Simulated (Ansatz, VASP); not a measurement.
**BeTe: VASP beside Ansatz**

File INCAR:

```
SYSTEM = BeTe
PREC     = Accurate       ! precision mode
ENCUT    = 520            ! plane-wave cutoff, eV
EDIFF    = 1E-6           ! SCF threshold, eV
ISMEAR   = -1             ! smearing method
SIGMA    = 0.02           ! smearing width, eV
LREAL    = .FALSE.        ! projectors in reciprocal space
LASPH    = .TRUE.         ! aspherical terms in the spheres
NELM     = 80             ! most SCF steps
ALGO     = Normal         ! electronic algorithm
ISIF     = 2              ! what is computed and relaxed
LWAVE    = .FALSE.        ! write WAVECAR
LCHARG   = .FALSE.        ! write CHGCAR
GGA      = PS             ! functional
NBANDS   = 11             ! bands
```

KPOINTS

```
Automatic mesh
0
G
  6 6 6
  0 0 0
```

The input POSCAR:

```
BeTe
1.0
    0.0000000000      2.6832298771      2.6832298771
    2.6832298771      0.0000000000      2.6832298771
    2.6832298771      2.6832298771      0.0000000000
Be Te
1 1
Direct
    0.0000000000      0.0000000000      0.0000000000
    0.5000000000      0.5000000000      0.5000000000
```

Input for Ansatz:

```yaml
crystal:
  lattice:
    - [0.0, 2.6832298771, 2.6832298771]
    - [2.6832298771, 0.0, 2.6832298771]
    - [2.6832298771, 2.6832298771, 0.0]
  atoms:
    - { symbol: Be, position: [0.0, 0.0, 0.0] }
    - { symbol: Te, position: [0.5, 0.5, 0.5] }
kpoints:
  mp_grid: { grid: [6, 6, 6] }
hamiltonian:
  xc: pbesol
scf:
  occupations: { method: fermi_dirac, width: 0.02 }
  n_extra_bands: 4
output:
  forces: true
  stress: true
  eigenvalues: true
  write_density: true
  write_potential: true
  elf: true
  volumetric_format: npy
```

The cell was built by a generator and needn't be a form met in nature.

Alike in both runs: task single point; functional PBEsol; k mesh 6 × 6 × 6; occupations fermi-dirac, width 0.02 eV; no spin polarisation.

|  | VASP | Ansatz |
| --- | --- | --- |
| version | VASP 6.6.1 | Ansatz 0.2.0 |
| potentials or method | VASP PAW PBE potentials, release 64 (Be, Te) | plane waves, PAW |
| plane-wave cutoff (eV) | 520 | 420 |
| valence electrons in the cell | 8 | 18 |

|  | VASP | Ansatz | Ansatz less VASP |
| --- | --- | --- | --- |
| pressure (GPa) | -2.4 | -2.5 | -0.19 |

The functional is the same, so the differences come from potentials, cutoffs and numerics. The two sets of potentials don't hold the same shells in valence.

Caveats: the PAW data sets were made with another functional, which shifts forces and pressure a little (VASP). The runs have no spin-orbit coupling, so splittings on Te are missing.
